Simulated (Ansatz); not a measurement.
# MgO: the cost of one run

Method: DFT r2SCAN, scalar-relativistic, plane waves, PAW, in Ansatz 0.2.0.

## (1) Starting point

The structure is hexagonal, space group P6_3/mmc (No. 194). Conventional cell: a = 3.484 Å, b = 3.484 Å, c = 4.186 Å, α = 90.00°, β = 90.00°, γ = 120.00°. Mg (site symmetry -6m2) is surrounded by 5 O at 2.01 to 2.09 Å. O (site symmetry -6m2) is surrounded by 5 Mg at 2.01 to 2.09 Å.

Structure file:

```
CELL_PARAMETERS angstrom
3.48410 0.00000 0.00000
-1.74205 3.01732 0.00000
0.00000 0.00000 4.18569
ATOMIC_POSITIONS crystal
Mg 0.66667 0.33333 0.75000
Mg 0.33333 0.66667 0.25000
O 0.66667 0.33333 0.25000
O 0.33333 0.66667 0.75000
```

It goes back to an entry of the Materials Project, which need not be the stable form.

It is the result of an earlier relaxation at this level (volume 11.00 Å³/atom; gap on the mesh: 4.09 eV).

## (2) The reference cell

The reference gives a free energy of -4996.4219 eV, pressure 0.02 GPa, largest force 0.000 eV/Å and gap on the mesh 4.09 eV. It was computed beforehand with the settings of the runs below.

## (3) The scan: a strain scan

The cell is strained by ε times the Voigt pattern (0, 0, 0, 0, 1, 0) (xx, yy, zz, yz, xz, xy; engineering shear), with fractional coordinates fixed (clamped ions). The stress on the pattern is the sum of the stress components weighted by it, tension positive.

## (4) Point ε = -0.0400

The input, input.yaml:

```yaml
crystal:
  lattice:
    - [3.4841042127, 0.0, -0.0696820843]
    - [-1.7420521064, 3.0173227576, 0.0348410421]
    - [-0.0837137519, 0.0, 4.1856875957]
  atoms:
    - { symbol: Mg, position: [0.6666666667, 0.3333333333, 0.75] }
    - { symbol: Mg, position: [0.3333333333, 0.6666666667, 0.25] }
    - { symbol: O, position: [0.6666666667, 0.3333333333, 0.25] }
    - { symbol: O, position: [0.3333333333, 0.6666666667, 0.75] }
basis:
  ecutwfc: 500
kpoints:
  mp_grid: { grid: [6, 6, 6] }
hamiltonian:
  xc: r2scan
scf:
  occupations: { method: gaussian, width: 0.05 }
output:
  forces: true
  stress: true
  eigenvalues: true
```

Command:

```sh
$ ansatz run input.yaml --threads 1 --pin off --max-ram 2560MiB --backend cpu --events-out ev --progress --plain --runs-dir out
```

**Question.** How long does this run take on 1 thread of Arm Neoverse V2, shared host, and how much memory does it need?

About 6.6 s, with a peak of 0.43 GiB.
